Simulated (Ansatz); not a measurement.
The first iterations of a band of CH3N2O (7 atoms, charge -1, multiplicity 1).

Level of theory: RKS r2SCAN-D4/6-31G* in Ansatz.

```yaml
movable_images: 7
climbing_image: yes
spring: 5.0 eV/Å²
optimiser: quadratic models (default)
start_path: through a guess of the saddle point
force_threshold: 0.2 eV/Å
iteration_limit: 60
end_points: relaxed
```

Image 0:

```xyz
7
Properties=species:S:1:pos:R:3
N -0.851 1.017 -0.321
C -0.234 -0.158 -0.298
N 1.080 -0.090 0.347
O -0.561 -1.295 -0.741
H -1.715 0.830 -0.846
H 1.063 0.670 1.026
H 1.217 -0.974 0.833
```

Image 8:

```xyz
7
Properties=species:S:1:pos:R:3
N -0.862 1.013 -0.305
C -0.318 -0.190 -0.174
N 0.751 -0.219 0.827
O -0.566 -1.297 -0.732
H -1.620 0.867 -0.985
H 1.168 0.711 0.874
H 1.447 -0.884 0.496
```

| iteration | highest image above the first end (eV) | largest band force component (eV/Å) |
| --- | --- | --- |
| 1 | 0.383 | 2.237 |
| 2 | 0.258 | 1.219 |

**Question.** Does the band converge within its limit, and where does its top end?

**Answer.** The forces met the threshold. It ended after 5 iterations with the highest image 0.183 eV above the first end. The threshold of 0.2 eV/Å is loose, so the images may lie well off the minimum-energy path. Another band between the same ends (7 images) ends at a top of the same energy, where a vibrational analysis finds 1 clearly imaginary mode. Limits of this set-up: an anion without diffuse functions, the dipole of an ion depends on the origin.

Time of the run: 2 min on 1 thread of Arm Neoverse V1, on a shared host, peak memory 0.12 GiB.
